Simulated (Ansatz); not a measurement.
The elements of this relaxed trial crystal are hidden behind letters.

```
lattice vectors (Å)
   2.9472   -3.0465    0.0000
   2.9472    3.0465    0.0000
   0.0000    0.0000    5.5331
fractional positions
X 0.2558 0.7442 0.5000
X 0.7442 0.2558 0.5000
Z 0.8294 0.1706 0.0000
Z 0.1706 0.8294 0.0000
```

These are results of DFT PBE, scalar-relativistic, plane waves, PAW in Ansatz, not measurements. Cutoff 420 eV, Γ-centred 12×12×8 mesh (4-atom cell), Gaussian smearing of 0.10 eV, no spin polarisation.

```
Space group                                : Cmmm (No. 65)
Conventional cell                          : a = 5.894 Å, b = 6.093 Å, c = 5.533 Å
Volume per atom                            : 24.84 Å³
Density                                    : 4.87 g/cm³
Formation energy                           : +0.21 eV/atom
Gap on the 12×12×8 mesh of the 4-atom cell : 0 eV (a metal)
```

Energies are uncorrected and count from the elements' standard states at the same level.

Question: X is a p-block element of period 5 and Z is a p-block element of period 3. Which elements are they?

Answer: X = In, Z = P, so the formula is InP. Density times volume gives a mean mass of 4.87 × 24.84/1.6605 = 72.9 u per atom, and this set has 72.9 u. In has 2 P at 2.81 Å and 4 In at 2.95–3.12 Å; P has 1 P at 2.08 Å and 2 In at 2.81 Å. Other sets within the hints have nearly the same mass, so mass alone doesn't settle it; this one was computed.

Symmetry constrained the relaxation, so the result can be a saddle point. Another cell of InP relaxed alike, in F-43m (a cell as deposited in COD), lies 0.46 eV/atom lower, so this cell isn't the stable form at this level.
